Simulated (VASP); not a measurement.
Here is a VASP 6.6.1 calculation.

The input INCAR:

```
ALGO = Fast ; EDIFF = 1E-6
ENCUT = 520 ; GGA = PE
ISIF = 2 ; ISMEAR = -1
ISPIN = 2 ; LASPH = True
LCHARG = False ; LORBIT = 11
LREAL = Auto ; LWAVE = False
MAGMOM = 0 0 0 0 0 0 0 0 0 0 0 0 0 0 0 0 0 0 0 ; NBANDS = 58
NELM = 150 ; PREC = Accurate
SIGMA = 0.05
```

KPOINTS

```
k-points
0
Gamma
  2 2 1
```

File POSCAR:

```
C18O
1.0
    7.3980000000      0.0000000000      0.0000000000
   -3.6990000000      6.4068560000      0.0000000000
    0.0000000000      0.0000000000     11.0000000000
C O
18 1
Direct
   -0.0028827237     -0.0000441714      0.0856136364
    0.2189533155      0.1109377205      0.0838955455
   -0.0035883541      0.3332247517      0.0839180000
    0.2185104483      0.4443326024      0.0849108182
   -0.0029470149      0.6674055106      0.0851326364
    0.2188564984      0.7783972357      0.0832116364
    0.3297594116      0.0000184178      0.0838163636
    0.5513811732      0.1110018705      0.0834671818
    0.3299048030      0.3326736234      0.0857370909
    0.5502779576      0.4410425332      0.0907360909
    0.3300833949      0.6677323480      0.0850551818
    0.5499688003      0.7797891821      0.0902162727
    0.6620187014     -0.0002505129      0.0852776364
    0.8853559099      0.1112078998      0.0850483636
    0.6622745969      0.3326892317      0.0854568182
    0.8853166214      0.4443155894      0.0845318182
    0.6630095506      0.6668358084      0.1216156364
    0.8888521112      0.7795374205      0.0905427273
    0.6670917426      0.6624016522      0.2490891818
```

Potentials or basis: VASP PAW PBE potentials, release 64 (C, O).

Command:

```bash
$ cat potpaw_PBE.64/C/POTCAR potpaw_PBE.64/O/POTCAR > POTCAR
$ mpirun -np 1 vasp_std > vasp.out
```

(1) What does it give for the net moment?

(2) Estimate the largest force.

Answers

(1) 0.00 μB per cell.

(2) 0.236 eV/Å.

Caveat: the k mesh is coarse (spacing up to 0.49 Å⁻¹), so the values aren't converged.
